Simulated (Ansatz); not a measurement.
# NaH (CsCl type): how the settings move a single-point run

Question: which choices in the input matter for NaH (CsCl type)?

Computed with Ansatz 0.2.0 (reference: DFT, PBE, all-electron LAPW, scalar-relativistic, unless a step's input says otherwise).

2 further runs of the same task are left out: 2 that didn't finish. Runs told in other sessions of the task aren't counted.

## 1. The system as given

The structure is cubic, space group Pm-3m (No. 221). Conventional cell: a = 2.964 Å, b = 2.964 Å, c = 2.964 Å, α = 90.00°, β = 90.00°, γ = 90.00°. Na (site symmetry m-3m) has 8 H at 2.57 Å in its first shell of neighbours. H (site symmetry m-3m) has 8 Na at 2.57 Å in its first shell of neighbours.

As a file:

```cif
data_structure
_symmetry_space_group_name_H-M 'P 1'
_symmetry_Int_Tables_number 1
_cell_length_a 2.9642
_cell_length_b 2.9642
_cell_length_c 2.9642
_cell_angle_alpha 90.000
_cell_angle_beta 90.000
_cell_angle_gamma 90.000
_cell_volume 26.04
loop_
_atom_site_label
_atom_site_type_symbol
_atom_site_fract_x
_atom_site_fract_y
_atom_site_fract_z
_atom_site_occupancy
Na1 Na 0.00000 0.00000 0.00000 1
H1 H 0.50000 0.50000 0.50000 1
```

## 2. Baseline

Input file input.yaml:

```yaml
crystal:
  lattice:
    - [2.964159861, 0.0, 0.0]
    - [0.0, 2.964159861, 0.0]
    - [0.0, 0.0, 2.964159861]
  atoms:
    - { symbol: Na, position: [0.0, 0.0, 0.0] }
    - { symbol: H, position: [0.5, 0.5, 0.5] }
kpoints:
  mp_grid: { grid: [12, 12, 12] }
  band_path:
    path:
      - [0.0, 0.0, 0.0]
      - [0.0, 0.5, 0.0]
      - [0.5, 0.5, 0.0]
      - [0.0, 0.0, 0.0]
      - [0.5, 0.5, 0.5]
      - [0.0, 0.5, 0.0]
      - [0.5, 0.5, 0.5]
      - [0.5, 0.5, 0.0]
    npoints: 14
scf:
  occupations: { method: fermi_dirac, width: 0.08 }
hamiltonian:
  xc: pbe
  pseudopotentials: { kind: all_electron, lapw: { basis_error: 0.001 } }
output:
  forces: true
  stress: true
  eigenvalues: true
  populations: true
  dos: { projected: true, de: 0.2, e_range: [-14, 8] }
```

On the command line:

```
$ ansatz run input.yaml --threads 1 --pin off --max-ram 2048MiB --backend cpu --events-out ev --progress --plain --runs-dir out
```

## 3. Changed: mp_grid.grid [10, 10, 10]

Edit input.yaml of step 2 so:

```diff
@@ -9,3 +9,3 @@
 kpoints:
-  mp_grid: { grid: [12, 12, 12] }
+  mp_grid: { grid: [10, 10, 10] }
   band_path:
@@ -31,2 +31 @@
   populations: true
-  dos: { projected: true, de: 0.2, e_range: [-14, 8] }
```

Q: Predict the outcome of this session. Wanted: for each run, ending; energy change; pressure; gap; force.

As calculated:

| run | ending | energy change | pressure (GPa) | gap (eV) | force (eV/Å) | cycles | time |
| --- | --- | --- | --- | --- | --- | --- | --- |
| reference | converged | 0 | 0.0 | 1.04 | 0.00 | 6 | 4.4 s |
| 1: mp_grid.grid [10, 10, 10] | converged | 0.0 meV/atom | 0.0 | 1.04 | 0.00 | 6 | 3.6 s |

Times don't compare one to one where runs were asked for different outputs or read a saved state (see the inputs); cycles may leave out searches for a lower state.

Residual by cycle in the longest SCF loop of each run; runs are numbered as in the table. The quantity is the density residual dr2, in eV.

| cycle | reference | run 1 |
| --- | --- | --- |
| 1 | 0.607 | 0.607 |
| 2 | 0.0575 | 0.0575 |
| 3 | 7.8e-4 | 7.8e-4 |
| 4 | 7.6e-5 | 7.6e-5 |
| 5 | 7.5e-7 | 7.4e-7 |
| 6 | 4.2e-9 | 4.2e-9 |

**Reading.** Changing the k-point mesh leaves the energy as it was (0.0 meV/atom).
